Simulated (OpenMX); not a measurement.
Runs of OpenMX 3.8.5 on BN. The structure is cubic, space group F-43m (No. 216). The conventional cell has a = 3.626 Å, b = 3.626 Å, c = 3.626 Å, α = 90.00°, β = 90.00°, γ = 90.00°. N (site symmetry -43m) is surrounded by 4 B at 1.57 Å. B (site symmetry -43m) is surrounded by 4 N at 1.57 Å. The cell is a database's computed one.

| task | level | potentials or basis | max SCF cycles | grid points, held for all volumes | gap on the mesh (eV) | pressure (GPa) | V0 of scaled cells (Å³/atom) | B0 (GPa) |
| --- | --- | --- | --- | --- | --- | --- | --- | --- |
| band structure | LDA | OpenMX 2013 LDA set, N6.0-s2p2d1, B7.0-s2p2d1, grid cutoff 400 Ry | 100 | - | 4.58 | -12.1 | - | - |
| band structure | PBE | OpenMX 2013 PBE set, N6.0-s2p2d1, B7.0-s2p2d1, grid cutoff 400 Ry | 100 | - | 4.69 | 0.9 | - | - |
| equation of state | PBE | OpenMX 2013 PBE set, N6.0-s2p2, B7.0-s2p2, fixed grid of 25 × 25 × 25 points | - | 25 × 25 × 25 | - | - | 6.05 | 355 |
| equation of state | LDA | OpenMX 2013 LDA set, N6.0-s2p2d1, B7.0-s2p2d1, fixed grid of 25 × 25 × 25 points | - | 25 × 25 × 25 | - | - | (b) | (a) |
| band structure | PBE | OpenMX 2013 PBE set, N6.0-s2p2, B7.0-s2p2, grid cutoff 400 Ry | 100 | - | 6.82 | 5.4 | - | - |

Alike in all rows: no spin polarisation; cell as given; k mesh 13 × 13 × 13; smearing fermi-dirac 0.05 eV.

**Question.** Estimate the missing entries.

**Answer.** (a) 397; (b) 5.77.

Caveats: the basis of atomic orbitals isn't converged, which shifts pressures, moduli and gaps; volumes in these bases differ from converged ones by about 1 %, for some elements by several (some runs).

A k mesh can miss the band edges.

Not every run made on this cell is shown here.
